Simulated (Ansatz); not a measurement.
## Al2Pt in Ansatz: the effect of functional

Al2Pt:

```
Pt Al
1.0
     0.00000    2.93517    2.93517
     2.93517    0.00000    2.93517
     2.93517    2.93517    0.00000
Pt Al
1 2
Direct
  0.00000 0.00000 0.00000
  0.75000 0.75000 0.75000
  0.25000 0.25000 0.25000
```

The cell isn't the ideal one: volume scaled by 0.98.

Alike in all runs:

- Program: Ansatz 0.2.0
- Task: single point
- Potentials or basis: Ansatz PAW
- k mesh: 8 × 8 × 8
- Occupations: fermi-dirac, width 0.05 eV
- Spin: no spin polarisation

```tsv
functional	cutoff	pressure (GPa)
LDA	420 eV (not typed: the program's choice for these potentials)	-1.2
r2SCAN	500 eV (not typed: the program's choice for these potentials)	?
PBE	420 eV (not typed: the program's choice for these potentials)	5.4
```

Task: What does the run with functional r2SCAN give?

Result: Pressure 2.5 GPa.

Caveats: the PAW data sets come from PBE, with cores solved anew for the run's functional, which leaves a small shift of forces and pressure (some runs).
